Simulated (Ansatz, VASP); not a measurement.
## BP in VASP and in Ansatz

INCAR

```
  PREC = Accurate
  ENCUT = 520
  EDIFF = 1E-6
  ISMEAR = 0
  SIGMA = 0.1
  LREAL = F
  LASPH = T
  NELM = 100
  ALGO = Fast
  ISIF = 2
  LWAVE = F
  LCHARG = F
  LDIPOL = T
  IDIPOL = 3
  DIPOL = 0.5 0.5 0.500
  GGA = PE
  NBANDS = 16
```

The input KPOINTS:

```
regular mesh
0
Gamma
  8 8 1
```

Contents of POSCAR:

```
BP
1.0
    5.4290924200      0.0000000000      0.0000000000
   -1.3572731100      2.3508660000      0.0000000000
    0.0000000000      0.0000000000     14.0000000000
B P
2 2
Direct
    0.3333333300      0.3333333300      0.5000000000
    0.1666666700      0.6666666700      0.5000000000
    0.8333333300      0.3333333300      0.5000000000
    0.6666666700      0.6666666700      0.5000000000
```

Input for Ansatz:

```yaml
crystal:
  lattice:
    - [5.42909242, 0.0, 0.0]
    - [-1.35727311, 2.350866, 0.0]
    - [0.0, 0.0, 14.0]
  atoms:
    - { symbol: B, position: [0.33333333, 0.33333333, 0.5] }
    - { symbol: B, position: [0.16666667, 0.66666667, 0.5] }
    - { symbol: P, position: [0.83333333, 0.33333333, 0.5] }
    - { symbol: P, position: [0.66666667, 0.66666667, 0.5] }
  periodic: [true, true, false]
basis:
  ecutwfc: 420
kpoints:
  mp_grid: { grid: [8, 8, 1] }
hamiltonian:
  xc: pbe
scf:
  occupations: { method: gaussian, width: 0.1 }
  lower_state_search: "off"
output:
  forces: true
  stress: true
  eigenvalues: true
```

Alike in both runs: task single point; functional PBE; k mesh 8 × 8 × 1; occupations gaussian, width 0.1 eV; no spin polarisation.

|  | VASP | Ansatz |
| --- | --- | --- |
| version | VASP 6.6.1 | Ansatz 0.2.0 |
| potentials or method | VASP PAW PBE potentials, release 64 (B, P) | scalar-relativistic, plane waves, PAW |
| plane-wave cutoff (eV) | 520 | 420 |
| valence electrons in the cell | 16 | 16 |

```csv
,VASP,Ansatz,Ansatz less VASP
gap on the k mesh at the Fermi level (eV),none,none,-
rms of the force components (eV/Å),10.324,10.444,+0.1204
```

Atom by atom the forces differ by 0.130 eV/Å (rms over components). A gap of «none» marks a metal or a gap that the smearing closes. Ansatz warned: «slab_cell_height_set».
